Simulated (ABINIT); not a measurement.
A run of ABINIT 10.8.3 (patched build):

Contents of run.abi:

```
# Pseudopotentials
pp_dirpath "./"
pseudos "Ta.GGA_PBE-JTH.xml, N.GGA_PBE-JTH.xml"

# Structure
acell 3.1272829774 3.1272829774 3.1272829774 Angstrom
rprim
     0.0000000000     0.7071067812     0.7071067812
     0.7071067812     0.0000000000     0.7071067812
     0.7071067812     0.7071067812     0.0000000000
ntypat 2
znucl 73 7
natom 2
typat 1 2
xred
     0.5135260000     0.4842130000     0.5289790000
    -0.0129020000    -0.0147020000     0.0156950000
chkprim 0
chksymtnons 0
tolsym 1.0e-6

# Plane-wave basis
ecut 26.0
pawecutdg 48.0
pawxcdev 0

# k points
kptopt 1
ngkpt 10 10 10
nshiftk 1
shiftk 0.0 0.0 0.0

# Exchange and correlation
ixc 11

# Bands and occupations
nband 13
occopt 3
tsmear 0.05 eV

# SCF cycle
nstep 100
tolvrs 1.0e-9

# Output
iomode 3
prtwf 0
prtden 0
prteig 0
prtebands 0
```

Potentials or basis: JTH PAW PBE v2.0.

The run is started by

```sh
$ abinit run.abi > log 2>&1
```

Hardware: 1 thread of Arm Neoverse V2 (shared host).

Problem. Estimate the wall time of this run.

Solution. Run time: 4.9 min on 1 thread of Arm Neoverse V2 (shared host), peak memory 0.32 GiB. Counts: scf iterations 19, mpi ranks 1, k points 504, bands 13, plane waves 938.
